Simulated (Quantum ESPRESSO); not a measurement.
# Ta (Im-3m) in Quantum ESPRESSO: notebook, part 2 of 5

Quantum ESPRESSO 7.5. Earlier steps stand in the parts before.

## (3) Phonon dispersion, PBE

Contents of pw.in:

```
&CONTROL
  calculation = 'scf'
  prefix = 'pwscf'
  outdir = './tmp'
  pseudo_dir = './pseudo'
  tprnfor = .true.
  tstress = .true.
  disk_io = 'low'
/
&SYSTEM
  ibrav = 0
  nat = 1
  ntyp = 1
  ecutwfc = 58
  nbnd = 12
  occupations = 'smearing'
  smearing = 'mv'
  degauss = 0.01469973
/
&ELECTRONS
  conv_thr = 2d-10
  electron_maxstep = 120
  mixing_beta = 0.5
/
ATOMIC_SPECIES
Ta   180.9479 Ta.upf
CELL_PARAMETERS angstrom
  -1.6512800000    1.6512800000    1.6512800000
   1.6512800000   -1.6512800000    1.6512800000
   1.6512800000    1.6512800000   -1.6512800000
ATOMIC_POSITIONS crystal
Ta     0.0000000000    0.0000000000    0.0000000000
K_POINTS automatic
12 12 12 0 0 0
```

Contents of relax.in:

```
&CONTROL
  calculation = 'vc-relax'
  prefix = 'pwscf'
  outdir = './tmp'
  pseudo_dir = './pseudo'
  tprnfor = .true.
  tstress = .true.
  disk_io = 'low'
  nstep = 40
  forc_conv_thr = 0.0001
  etot_conv_thr = 1d-06
/
&SYSTEM
  ibrav = 0
  nat = 1
  ntyp = 1
  ecutwfc = 58
  nbnd = 12
  occupations = 'smearing'
  smearing = 'mv'
  degauss = 0.01469973
/
&ELECTRONS
  conv_thr = 2d-10
  electron_maxstep = 120
  mixing_beta = 0.5
/
&IONS
  ion_dynamics = 'bfgs'
/
&CELL
  cell_dynamics = 'bfgs'
  press = 0
  press_conv_thr = 0.2
/
ATOMIC_SPECIES
Ta   180.9479 Ta.upf
CELL_PARAMETERS angstrom
  -1.6512800000    1.6512800000    1.6512800000
   1.6512800000   -1.6512800000    1.6512800000
   1.6512800000    1.6512800000   -1.6512800000
ATOMIC_POSITIONS crystal
Ta     0.0000000000    0.0000000000    0.0000000000
K_POINTS automatic
12 12 12 0 0 0
```

Contents of scf2.in:

```
&CONTROL
  calculation = 'scf'
  prefix = 'pwscf'
  outdir = './tmp'
  pseudo_dir = './pseudo'
  tprnfor = .true.
  tstress = .true.
  disk_io = 'low'
/
&SYSTEM
  ibrav = 0
  nat = 1
  ntyp = 1
  ecutwfc = 58
  nbnd = 12
  occupations = 'smearing'
  smearing = 'mv'
  degauss = 0.01469973
/
&ELECTRONS
  conv_thr = 1d-13
  electron_maxstep = 120
  mixing_beta = 0.5
  startingpot = 'file'
  startingwfc = 'file'
/
ATOMIC_SPECIES
Ta   180.9479 Ta.upf
CELL_PARAMETERS angstrom
  -1.6577088499    1.6577088499    1.6577088499
   1.6577088499   -1.6577088499    1.6577088499
   1.6577088499    1.6577088499   -1.6577088499
ATOMIC_POSITIONS crystal
Ta     0.0000000000    0.0000000000    0.0000000000
K_POINTS automatic
12 12 12 0 0 0
```

Contents of ph.in:

```
phonon_bands of Ta
&INPUTPH
  prefix = 'pwscf'
  outdir = './tmp'
  tr2_ph = 1d-18
  fildyn = 'dyn'
  niter_ph = 90
  alpha_mix(1) = 0.4
  ldisp = .true.
  nq1 = 2
  nq2 = 2
  nq3 = 2
/
```

Contents of q2r.in:

```
&INPUT
  fildyn = 'dyn'
  zasr = 'crystal'
  flfrc = 'fc'
/
```

Contents of matdyn.in:

```
&INPUT
  asr = 'crystal'
  flfrc = 'fc'
  flfrq = 'freq'
  q_in_cryst_coord = .true.
  flvec = ' '
/
80
 0.0000000000  0.0000000000  0.0000000000
 0.0312500000 -0.0312500000  0.0312500000
 0.0625000000 -0.0625000000  0.0625000000
 0.0937500000 -0.0937500000  0.0937500000
 0.1250000000 -0.1250000000  0.1250000000
 0.1562500000 -0.1562500000  0.1562500000
 0.1875000000 -0.1875000000  0.1875000000
 0.2187500000 -0.2187500000  0.2187500000
 0.2500000000 -0.2500000000  0.2500000000
 0.2812500000 -0.2812500000  0.2812500000
 0.3125000000 -0.3125000000  0.3125000000
 0.3437500000 -0.3437500000  0.3437500000
 0.3750000000 -0.3750000000  0.3750000000
 0.4062500000 -0.4062500000  0.4062500000
 0.4375000000 -0.4375000000  0.4375000000
 0.4687500000 -0.4687500000  0.4687500000
 0.5000000000 -0.5000000000  0.5000000000
 0.4545454545 -0.4545454545  0.5000000000
 0.4090909091 -0.4090909091  0.5000000000
 0.3636363636 -0.3636363636  0.5000000000
 0.3181818182 -0.3181818182  0.5000000000
 0.2727272727 -0.2727272727  0.5000000000
 0.2272727273 -0.2272727273  0.5000000000
 0.1818181818 -0.1818181818  0.5000000000
 0.1363636364 -0.1363636364  0.5000000000
 0.0909090909 -0.0909090909  0.5000000000
 0.0454545455 -0.0454545455  0.5000000000
 0.0000000000  0.0000000000  0.5000000000
 0.0000000000  0.0000000000  0.4583333333
 0.0000000000  0.0000000000  0.4166666667
 0.0000000000  0.0000000000  0.3750000000
 0.0000000000  0.0000000000  0.3333333333
 0.0000000000  0.0000000000  0.2916666667
 0.0000000000  0.0000000000  0.2500000000
 0.0000000000  0.0000000000  0.2083333333
 0.0000000000  0.0000000000  0.1666666667
 0.0000000000  0.0000000000  0.1250000000
 0.0000000000  0.0000000000  0.0833333333
 0.0000000000  0.0000000000  0.0416666667
 0.0000000000  0.0000000000  0.0000000000
 0.0166666667  0.0166666667  0.0166666667
 0.0333333333  0.0333333333  0.0333333333
 0.0500000000  0.0500000000  0.0500000000
 0.0666666667  0.0666666667  0.0666666667
 0.0833333333  0.0833333333  0.0833333333
 0.1000000000  0.1000000000  0.1000000000
 0.1166666667  0.1166666667  0.1166666667
 0.1333333333  0.1333333333  0.1333333333
 0.1500000000  0.1500000000  0.1500000000
 0.1666666667  0.1666666667  0.1666666667
 0.1833333333  0.1833333333  0.1833333333
 0.2000000000  0.2000000000  0.2000000000
 0.2166666667  0.2166666667  0.2166666667
 0.2333333333  0.2333333333  0.2333333333
 0.2500000000  0.2500000000  0.2500000000
 0.2666666667  0.2000000000  0.2666666667
 0.2833333333  0.1500000000  0.2833333333
 0.3000000000  0.1000000000  0.3000000000
 0.3166666667  0.0500000000  0.3166666667
 0.3333333333  0.0000000000  0.3333333333
 0.3500000000 -0.0500000000  0.3500000000
 0.3666666667 -0.1000000000  0.3666666667
 0.3833333333 -0.1500000000  0.3833333333
 0.4000000000 -0.2000000000  0.4000000000
 0.4166666667 -0.2500000000  0.4166666667
 0.4333333333 -0.3000000000  0.4333333333
 0.4500000000 -0.3500000000  0.4500000000
 0.4666666667 -0.4000000000  0.4666666667
 0.4833333333 -0.4500000000  0.4833333333
 0.5000000000 -0.5000000000  0.5000000000
 0.2500000000  0.2500000000  0.2500000000
 0.2222222222  0.2222222222  0.2777777778
 0.1944444444  0.1944444444  0.3055555556
 0.1666666667  0.1666666667  0.3333333333
 0.1388888889  0.1388888889  0.3611111111
 0.1111111111  0.1111111111  0.3888888889
 0.0833333333  0.0833333333  0.4166666667
 0.0555555556  0.0555555556  0.4444444444
 0.0277777778  0.0277777778  0.4722222222
 0.0000000000  0.0000000000  0.5000000000
```

Contents of matdyn_dos.in:

```
&INPUT
  asr = 'crystal'
  flfrc = 'fc'
  dos = .true.
  fldos = 'phdos'
  nk1 = 18
  nk2 = 18
  nk3 = 18
  deltaE = 0.5
  flvec = ' '
  flfrq = ' '
/
```

Contents of matdyn_mesh.in:

```
&INPUT
  asr = 'crystal'
  flfrc = 'fc'
  flfrq = 'mesh'
  q_in_cryst_coord = .true.
  flvec = ' '
/
1000
 0.05000000  0.05000000  0.05000000
 0.05000000  0.05000000  0.15000000
 0.05000000  0.05000000  0.25000000
[... 997 further points of the even 10 x 10 x 10 mesh, shifted by half a step ...]
```

Potentials or basis: PseudoDojo 0.4.1 SR PBE standard.

Command:

```
OMP_NUM_THREADS=1 pw.x -in pw.in > pw.out
OMP_NUM_THREADS=1 pw.x -in relax.in > relax.out
OMP_NUM_THREADS=1 pw.x -in scf2.in > scf2.out
OMP_NUM_THREADS=1 ph.x -in ph.in > ph.out
OMP_NUM_THREADS=1 q2r.x -in q2r.in > q2r.out
OMP_NUM_THREADS=1 matdyn.x -in matdyn.in > matdyn.out
OMP_NUM_THREADS=1 matdyn.x -in matdyn_dos.in > matdyn_dos.out
OMP_NUM_THREADS=1 matdyn.x -in matdyn_mesh.in > matdyn_mesh.out
```

pw.out:

```text
This program is part of the open-source Quantum ESPRESSO suite
     for quantum simulation of materials; please cite
[... 9 lines left out ...]
     --------------------
     sticks:   dense  smooth     PW     G-vecs:    dense   smooth      PW
     Sum         507     507    197                 7155     7155    1721

     Using Slab Decomposition

     bravais-lattice index     =            0
     lattice parameter (alat)  =       5.4048  a.u.
     unit-cell volume          =     121.5399 (a.u.)^3
     number of atoms/cell      =            1
     number of atomic types    =            1
     number of electrons       =        13.00
     number of Kohn-Sham states=           12
     kinetic-energy cutoff     =      58.0000  Ry
     charge density cutoff     =     232.0000  Ry
     scf convergence threshold =      2.0E-10
     mixing beta               =       0.5000
     number of iterations used =            8  plain     mixing
     Exchange-correlation= PBE
                           (   1   4   3   4   0   0   0)

     celldm(1)=   5.404807  celldm(2)=   0.000000  celldm(3)=   0.000000
     celldm(4)=   0.000000  celldm(5)=   0.000000  celldm(6)=   0.000000

     crystal axes: (cart. coord. in units of alat)
               a(1) = (  -0.577350   0.577350   0.577350 )
               a(2) = (   0.577350  -0.577350   0.577350 )
               a(3) = (   0.577350   0.577350  -0.577350 )

     reciprocal axes: (cart. coord. in units 2 pi/alat)
               b(1) = ( -0.000000  0.866025  0.866025 )
               b(2) = (  0.866025 -0.000000  0.866025 )
               b(3) = (  0.866025  0.866025  0.000000 )

     PseudoPot. # 1 for Ta read from file:
     Ta.upf
     Pseudo is Norm-conserving + core correction, Zval = 13.0
     Generated using ONCVPSP code by D. R. Hamann
     Using radial grid of 1450 points,  8 beta functions with:
                l(1) =   0
                l(2) =   0
                l(3) =   1
                l(4) =   1
                l(5) =   2
                l(6) =   2
                l(7) =   3
                l(8) =   3

     atomic species   valence    mass     pseudopotential
     Ta               13.00   180.94790     Ta( 1.00)

     48 Sym. Ops., with inversion, found

   Cartesian axes

     site n.     atom                  positions (alat units)
         1        Ta     tau(   1) = (   0.0000000   0.0000000   0.0000000  )

     number of k points=    72  Marzari-Vanderbilt smearing, width (Ry)=  0.0147
                       cart. coord. in units 2pi/alat
        k(    1) = (   0.0000000   0.0000000   0.0000000), wk =   0.0011574
        k(    2) = (   0.0721688   0.0721688   0.0000000), wk =   0.0138889
        k(    3) = (   0.1443376   0.1443376   0.0000000), wk =   0.0138889
        k(    4) = (   0.2165064   0.2165064   0.0000000), wk =   0.0138889
        k(    5) = (   0.2886751   0.2886751   0.0000000), wk =   0.0138889
        k(    6) = (   0.3608439   0.3608439   0.0000000), wk =   0.0138889
[... 64 lines left out ...]
        k(   71) = (  -0.8660254  -0.0721688  -0.0721688), wk =   0.0138889
        k(   72) = (  -0.8660254  -0.8660254  -0.8660254), wk =   0.0011574

     Dense  grid:     7155 G-vectors     FFT dimensions: (  27,  27,  27)

     Initial potential from superposition of free atoms

     starting charge      12.9991, renormalised to      13.0000
     Starting wfcs are   10 randomized atomic wfcs +    2 random wfcs

     Self-consistent Calculation

     iteration #  1     ecut=    58.00 Ry     beta= 0.50
     Davidson diagonalization with overlap
     ethr =  1.00E-02,  avg # of iterations =  3.4

     Threshold (ethr) on eigenvalues was too large:
     Diagonalizing with lowered threshold

     Davidson diagonalization with overlap
     ethr =  1.72E-04,  avg # of iterations =  2.3

     total energy              =    -130.20415245 Ry
     estimated scf accuracy    <       0.02331074 Ry

     iteration #  2     ecut=    58.00 Ry     beta= 0.50
     Davidson diagonalization with overlap
     ethr =  1.79E-04,  avg # of iterations =  1.8

     total energy              =    -130.20625521 Ry
     estimated scf accuracy    <       0.00162021 Ry

     iteration #  3     ecut=    58.00 Ry     beta= 0.50
     Davidson diagonalization with overlap
     ethr =  1.25E-05,  avg # of iterations =  2.3

     total energy              =    -130.20643708 Ry
     estimated scf accuracy    <       0.00012995 Ry

     iteration #  4     ecut=    58.00 Ry     beta= 0.50
     Davidson diagonalization with overlap
     ethr =  1.00E-06,  avg # of iterations =  1.6

     total energy              =    -130.20644148 Ry
     estimated scf accuracy    <       0.00000112 Ry

     iteration #  5     ecut=    58.00 Ry     beta= 0.50
     Davidson diagonalization with overlap
     ethr =  8.59E-09,  avg # of iterations =  2.0

     total energy              =    -130.20644171 Ry
     estimated scf accuracy    <       0.00000008 Ry

     iteration #  6     ecut=    58.00 Ry     beta= 0.50
     Davidson diagonalization with overlap
     ethr =  6.51E-10,  avg # of iterations =  2.1

     total energy              =    -130.20644172 Ry
     estimated scf accuracy    <          1.1E-09 Ry

     iteration #  7     ecut=    58.00 Ry     beta= 0.50
     Davidson diagonalization with overlap
     ethr =  8.13E-12,  avg # of iterations =  2.0

     End of self-consistent calculation

          k = 0.0000 0.0000 0.0000 (   935 PWs)   bands (ev):

   -48.6709 -14.5849 -14.5849 -14.5849  10.5446  19.2004  19.2004  19.2004
    22.4754  22.4754  33.0511  33.0511

          k = 0.0722 0.0722 0.0000 (   933 PWs)   bands (ev):

   -48.6633 -14.6701 -14.6112 -14.5853  10.8517  19.0016  19.1347  19.5034
    22.1698  22.4763  33.3216  33.5828

          k = 0.1443 0.1443 0.0000 (   929 PWs)   bands (ev):

   -48.6422 -14.8978 -14.6825 -14.5866  11.6993  18.5053  18.8231  20.3914
    21.7922  22.5149  33.7921  35.3823

          k = 0.2165 0.2165 0.0000 (   921 PWs)   bands (ev):

   -48.6134 -15.1972 -14.7783 -14.5884  12.8331  17.9125  18.3724  21.7961
    21.8871  22.6579  33.3268  35.0324

          k = 0.2887 0.2887 0.0000 (   905 PWs)   bands (ev):

   -48.5844 -15.4846 -14.8723 -14.5903  13.7437  17.3913  18.4565  22.2398
    22.9277  23.5735  31.9036  32.8744

          k = 0.3608 0.3608 0.0000 (   904 PWs)   bands (ev):

   -48.5631 -15.6881 -14.9400 -14.5917  14.0577  17.0444  19.3605  22.4314
    23.2401  25.3756  30.6489  30.9600

          k =-0.4330-0.4330 0.0000 (   886 PWs)   bands (ev):

   -48.5553 -15.7612 -14.9646 -14.5922  14.0849  16.9236  20.0371  22.3572
    23.3905  26.2779  30.1582  30.1965

          k = 0.1443 0.0722 0.0722 (   931 PWs)   bands (ev):

   -48.6489 -14.8269 -14.6400 -14.6058  11.4327  18.7324  18.8334  20.1433
    21.7520  22.5816  33.7564  34.5955

          k = 0.2165 0.1443 0.0722 (   909 PWs)   bands (ev):

   -48.6240 -15.0800 -14.7257 -14.6155  12.4549  18.1929  18.3858  21.3241
    21.5570  22.7885  34.0683  35.2639
[... 286 lines left out ...]
          k = 0.0000-0.0722 0.6495 (   898 PWs)   bands (ev):

   -48.4974 -15.4494 -15.2704 -15.2186  15.4505  15.6009  21.4341  21.4677
    24.5557  24.9094  31.1358  31.8296

          k =-0.8660-0.1443-0.1443 (   902 PWs)   bands (ev):

   -48.4911 -15.4958 -15.2979 -15.2109  15.2727  15.5354  21.4642  21.4647
    25.5363  26.8818  28.7948  30.6654

          k =-0.7939-0.0722-0.1443 (   901 PWs)   bands (ev):

   -48.4861 -15.4489 -15.3711 -15.2339  15.1896  15.2832  21.3545  23.2195
    24.5591  27.0642  29.2137  29.8355

          k = 0.0000 0.0000 0.7217 (   888 PWs)   bands (ev):

   -48.4813 -15.4042 -15.3479 -15.3479  14.9909  15.0971  23.1285  23.1285
    24.6876  25.4093  29.8954  29.8954

          k =-0.8660-0.0722-0.0722 (   888 PWs)   bands (ev):

   -48.4754 -15.4290 -15.3760 -15.3531  14.8390  14.8836  23.6295  23.6436
    25.3698  27.0241  28.0032  28.6653

          k =-0.8660-0.8660-0.8660 (   904 PWs)   bands (ev):

   -48.4696 -15.4043 -15.4043 -15.4043  14.6605  14.6605  25.3102  25.3102
    25.3102  27.0428  27.0428  27.0428

     the Fermi energy is    18.4478 ev

!    total energy              =    -130.20644172 Ry
     estimated scf accuracy    <          6.4E-11 Ry
     smearing contrib. (-TS)   =       0.00002940 Ry
     internal energy E=F+TS    =    -130.20647113 Ry

     The total energy is F=E-TS. E is the sum of the following terms:
     one-electron contribution =     -16.70102642 Ry
     hartree contribution      =      14.66237976 Ry
     xc contribution           =     -29.62000100 Ry
     ewald contribution        =     -98.54782347 Ry

     convergence has been achieved in   7 iterations

     Forces acting on atoms (cartesian axes, Ry/au):

     atom    1 type  1   force =     0.00000000    0.00000000    0.00000000

     Total force =     0.000000     Total SCF correction =     0.000000

     Computing stress (Cartesian axis) and pressure

          total   stress  (Ry/bohr**3)                   (kbar)     P=       22.06
   0.00014994   0.00000000   0.00000000           22.06        0.00        0.00
   0.00000000   0.00014994   0.00000000            0.00       22.06        0.00
   0.00000000   0.00000000   0.00014994            0.00        0.00       22.06

=------------------------------------------------------------------------------=
   JOB DONE.
=------------------------------------------------------------------------------=
```

It took 11 min on 1 thread of Intel Xeon Platinum 8259CL at 2.50GHz (Skylake/Cascade Lake), shared host; peak memory 0.09 GiB.

Results:

* Free energy: -1771.5503 eV
* Relaxed volume: 18.22 Å³/atom
* Relaxed cell: a = 2.871 Å, b = 2.871 Å, c = 2.871 Å, α = 109.47°, β = 109.47°, γ = 109.47°
* Space group after relaxing (to 0.05 Å): Im-3m (No. 229)
* Pressure after relaxing: 0.0 GPa
* Band gap on the k mesh: none (metal or under the smearing width)
* Highest phonon frequency: 162 cm⁻¹
* Zero-point energy: 0.022 eV/atom

Step by step:
```
step  energy change (eV)  largest force (eV/Å)  pressure (GPa)  volume (Å³)
   1              0.0000                0.0000            2.21        18.01
   2             -0.0014                0.0000            0.08        18.21
   3             -0.0014                0.0000            0.00        18.22
```

Final structure:
```
Ta
1.0
    -1.65771    1.65771    1.65771
     1.65771   -1.65771    1.65771
     1.65771    1.65771   -1.65771
Ta
1
Direct
  0.00000 0.00000 0.00000
```

Phonon frequencies in cm⁻¹ (negative: imaginary):
| q point | frequencies |
| --- | --- |
| (0.000, 0.000, 0.000) | 0 0 0 |
| (0.219, -0.219, 0.219) | 80 117 117 |
| (0.438, -0.438, 0.438) | 156 160 160 |
| (0.273, -0.273, 0.500) | 135 149 153 |
| (0.000, 0.000, 0.458) | 86 128 139 |
| (0.000, 0.000, 0.167) | 43 65 70 |
| (0.050, 0.050, 0.050) | 40 40 54 |
| (0.167, 0.167, 0.167) | 107 107 129 |
| (0.283, 0.150, 0.283) | 116 128 128 |
| (0.400, -0.200, 0.400) | 135 148 148 |
| (0.250, 0.250, 0.250) | 124 124 124 |
| (0.056, 0.056, 0.444) | 90 130 138 |

Phonon frequencies at the corners of the path (cm⁻¹, interpolated; i marks imaginary ones):
```csv
point,frequencies
Γ,0 0 0
H,162 162 162
N,86 129 140
P,124 124 124
```

Phonon states per cell in windows of 10 cm⁻¹ (negative: imaginary):
```tsv
from (cm⁻¹)	total
0	0.00
10	0.00
20	0.01
30	0.02
40	0.03
50	0.05
60	0.07
70	0.11
80	0.19
90	0.26
100	0.31
110	0.32
120	0.46
130	0.66
140	0.33
150	0.16
160	0.01
```

Harmonic thermodynamics per atom at this volume (zero-point energy 21.6 meV, Debye temperature from the second moment 221 K):
| T (K) | free energy (meV) | entropy (k_B) | heat capacity Cv (k_B) |
| --- | --- | --- | --- |
| 50 | 20.9 | 0.59 | 1.31 |
| 100 | 15.5 | 1.90 | 2.37 |
| 200 | -9.5 | 3.73 | 2.82 |
| 298.15 | -46.2 | 4.88 | 2.92 |
| 500 | -145.4 | 6.40 | 2.97 |
| 800 | -330.5 | 7.81 | 2.99 |

Caveat: the q mesh is small, so phonon branches between its points and thermal values are rough. Spin-orbit coupling is left out, which matters for the levels of Ta.

(Continued in part 3 of 5.)
